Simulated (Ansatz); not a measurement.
Gd: relaxation of cell and atoms with r2SCAN

The system is Gd.

```
Gd
1.0
    -2.02500    2.02500    2.02500
     2.02500   -2.02500    2.02500
     2.02500    2.02500   -2.02500
Gd
1
Direct
  0.00000 0.00000 0.00000
```

This isn't the form of Gd at room conditions, which is hcp.

```json
{
  "Program": "Ansatz 0.2.0",
  "Task": "relaxation of cell and atoms",
  "Functional": "r2SCAN",
  "Potentials or basis": "Ansatz PAW",
  "Cutoff": "500 eV (not typed: the program's choice for these potentials)",
  "k mesh": "9 × 9 × 9",
  "Occupations": "fermi-dirac, width 0.05 eV",
  "Spin": "collinear spin, ferromagnetic start",
  "Starting moments": "[7.0] μB",
  "Target pressure (GPa)": "0"
}
```

| Item | Value |
| --- | --- |
| Relaxed volume | 33.59 Å³/atom |
| Relaxed cell | a = 3.521 Å, b = 3.521 Å, c = 3.521 Å, α = 109.47°, β = 109.47°, γ = 109.47° |
| Space group after relaxing (to 0.05 Å) | Im-3m (No. 229) |
| Energy gained by relaxing | 0.4 meV/atom |
| Ionic steps | 4 |
| Pressure after relaxing | 0.0 GPa |
| Band gap on the k mesh | none (metal or under the smearing width) |
| Net moment | 8.01 μB per cell |
| Absolute moment | 8.01 μB per cell |
| Site moments | Gd +7.58 μB |

The path:
| step | energy change (eV) | largest force (eV/Å) | volume (Å³) |
| --- | --- | --- | --- |
| 1 | 0.0000 | 0.0000 | 33.22 |
| 2 | -0.0003 | 0.0000 | 33.49 |
| 3 | -0.0003 | 0.0000 | 33.59 |
| 4 | -0.0004 | 0.0000 | 33.59 |

Final structure:
```
Gd
1.0
    -2.03264    2.03264    2.03264
     2.03264   -2.03264    2.03264
     2.03264    2.03264   -2.03264
Gd
1
Cartesian
  0.0000 0.0000 0.0000
```

Levels at points of the mesh, in eV from the Fermi level:
Spin up:
```
           k point  band 9  band 10  band 11  band 12  band 13  band 14  band 15  band 16  band 17
(0.00, 0.00, 0.00)   -5.52    -5.52    -5.52    -5.49     1.31     1.31     1.31     3.57     3.57
```
Spin down:
```tsv
k point	band 3	band 4	band 5	band 6	band 7	band 8
(0.00, 0.00, 0.00)	-20.63	-20.63	-3.96	1.44	1.44	1.44
```

Run time: 20 s on 2 threads of Intel(R) Xeon(R) Platinum 8259CL CPU @ 2.50GHz (Skylake/Cascade Lake) (shared host), peak memory 0.5 GiB.

Caveat: the magnetic or orbital state may not be the lowest; the plane-wave basis is chosen anew once the cell has moved, so the energies of steps on either side of that aren't comparable; spin-orbit coupling is left out, which moves the levels of the heavy elements; the PAW data sets come from PBE, with cores solved anew for the run's functional, which leaves a small shift of forces and pressure. Zero-point motion and thermal expansion aren't in these numbers.
